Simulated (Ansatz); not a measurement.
**TiTe$_{2}$ (P-3m1), clamped-ion strain scan**

Theory: DFT PBE, scalar-relativistic, plane waves, PAW (Ansatz 0.2.0). The runs took a 420 eV cutoff, a Γ-centred 12×12×8 mesh and Gaussian smearing (0.15 eV). No spin polarisation. Energies are free energies at this smearing, counted from the undisturbed cell; pressure is positive in compression.

Zero of the scan (as given, not relaxed at this level; it stands at 0.9 GPa, and it needn't be the usual structure):

```yaml
crystal:
  lattice:
    - [3.77700, 0.00000, 0.00000]
    - [-1.88850, 3.27098, 0.00000]
    - [0.00000, 0.00000, 6.49800]
  atoms:
    - { symbol: Ti, position: [0.00000, 0.00000, 0.00000] }
    - { symbol: Te, position: [0.66667, 0.33333, 0.26280] }
    - { symbol: Te, position: [0.33333, 0.66667, 0.73720] }
```

The cell is strained by ε times the Voigt pattern (0, 0, 0, 0, 1, 0) (xx, yy, zz, yz, xz, xy; engineering shear) with fractional coordinates fixed. The cell is metallic on the mesh throughout.

```tsv
ε	ΔE (meV/atom)	stress summed along the pattern (GPa, tension positive)	pressure (GPa)
-0.1500	110.8	-8.84	3.0
-0.0750	27.1	-4.29	1.4
0.0000	0.0	0.00	0.9
0.0187	1.7	1.06	1.0
0.0375	6.7	2.13	1.1
0.0562	15.2	3.20	1.2
0.0937	42.5	5.39	1.7
0.1125	61.5	6.51	2.1
0.1312	84.2	7.66	2.5
```

By symmetry 0.1500 repeats -0.1500, -0.1125 repeats 0.1125, 0.0750 repeats -0.0750, -0.0375 repeats 0.0375 in energy, with the opposite slope along the path.